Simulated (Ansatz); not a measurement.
# Structure search for SiNi₂

Method: Ansatz 0.2.0, DFT PBE, scalar-relativistic, plane waves, PAW. All cells share a 420 eV cutoff and Γ-centred k meshes spaced at most about 0.3 Å⁻¹ (about 0.25 or finer for metals, 2π included). No spin polarisation.

The zero of energy is the elements' standard structures at the same level; no fitted shifts are applied.

All energies are static (0 K, no zero-point motion). Only the structures computed here compete, so a lower one can exist. A magnetic state wasn't ruled out in cells without spin, among them Pnma, P6_3/mmc, P6/mmm at 11.3 Å³/atom.

Invented guesses and database cells were relaxed alike, and ends that match in structure were merged. ΔE counts from the first row. Coordination counts Si atoms around Ni (those within 1.25 times the shortest such distance or 1.15 times the sum of covalent radii, 1.27 where that leaves under three; a plus sign parts nearer from farther groups; a slash parts the counts of unlike sites). The ends were matched against large subsets of the Crystallography Open Database and the Materials Project, so a missing match doesn't prove that a structure is unreported.

| # | reached from | type and space group | atoms | Å³/atom | coordination | ΔE (meV/atom) | gap on mesh (eV) | in databases | checks |
| --- | --- | --- | --- | --- | --- | --- | --- | --- | --- |
| 1 | a cell as deposited in COD | Pnma (No. 62) | 12 | 11.0 | Ni 4+1/5 | 0 | 0.00 | COD | - |
| 2 | a cell as deposited in COD | Ni2In, P6_3/mmc (No. 194) | 6 | 11.0 | Ni 3+2/6 | 49 | 0.00 | COD | no imaginary mode at Γ (other wave vectors untested) |
| 3 | random cell | fluorite, Fm-3m (No. 225) | 3 | 12.5 | Ni 4 | 147 | 0.00 | no match | - |
| 4 | random cell | P4mm (No. 99) | 3 | 12.1 | Ni 1/4 | 428 | 0.00 | no match | - |
| 5 | AlB2 type (P6/mmm) | P6/mmm (No. 191) | 3 | 11.3 | Ni 6 | 464 | 0.00 | no match | - |
| 6 | random cell | P6/mmm (No. 191) | 6 | 16.1 | Ni 1 | 1125 | 0.00 | no match | - |

The lowest: Space group Pnma (No. 62), orthorhombic, a = 5.021 Å, b = 3.731 Å, c = 7.076 Å. Si has 7 Ni at 2.31–2.41 Å, 2 Ni at 2.58 Å and 1 Ni at 2.76 Å; Ni on its first site has 3 Si at 2.35–2.41 Å, 8 Ni at 2.58–2.72 Å and 2 Si at 2.58 Å; Ni on its second site has 4 Si at 2.31–2.32 Å, 8 Ni at 2.58–2.72 Å and 1 Si at 2.76 Å. Its energy over the elements is −0.55 eV/atom. It is a structure that the Crystallography Open Database (COD) lists.

```
Si Ni
1.0
     5.02129    0.00000    0.00000
     0.00000    3.73067    0.00000
     0.00000    0.00000    7.07589
Si Ni
4 8
Direct
  0.28699 0.25000 0.61463
  0.71301 0.75000 0.38537
  0.78699 0.25000 0.88537
  0.21301 0.75000 0.11463
  0.45942 0.25000 0.29612
  0.54058 0.75000 0.70388
  0.95942 0.25000 0.20388
  0.04058 0.75000 0.79612
  0.33064 0.25000 0.93965
  0.66936 0.75000 0.06035
  0.83064 0.25000 0.56035
  0.16936 0.75000 0.43965
```

The second: Space group P6_3/mmc (No. 194), hexagonal, a = 3.912 Å, c = 4.991 Å. Si has 3 Ni at 2.26 Å and 8 Ni at 2.50–2.58 Å; Ni on a site of symmetry -3m is surrounded by 8 Ni at 2.50–2.58 Å and 6 Si at 2.58 Å; around Ni on a site of symmetry -6m2 lie 3 Si at 2.26 Å, 2 Si at 2.50 Å and 6 Ni at 2.58 Å. Counting Si atoms around Ni, the first has Ni 4+1/5 and the second has Ni 3+2/6. Shaken at random and relaxed again, row 2 came back. Cells without such a test can be saddle points.

```cif
data_structure
_symmetry_space_group_name_H-M 'P6_3/mmc'
_symmetry_Int_Tables_number 194
_cell_length_a 3.9119
_cell_length_b 3.9119
_cell_length_c 4.9915
_cell_angle_alpha 90.000
_cell_angle_beta 90.000
_cell_angle_gamma 120.000
_cell_volume 66.15
loop_
_atom_site_label
_atom_site_type_symbol
_atom_site_symmetry_multiplicity
_atom_site_Wyckoff_symbol
_atom_site_fract_x
_atom_site_fract_y
_atom_site_fract_z
_atom_site_occupancy
Si1 Si 2 d 0.33333 0.66667 0.75000 1
Ni1 Ni 2 a 0.00000 0.00000 0.00000 1
Ni2 Ni 2 c 0.33333 0.66667 0.25000 1
```

Some types were kept out of the candidates beforehand, so the set may lack a known form.
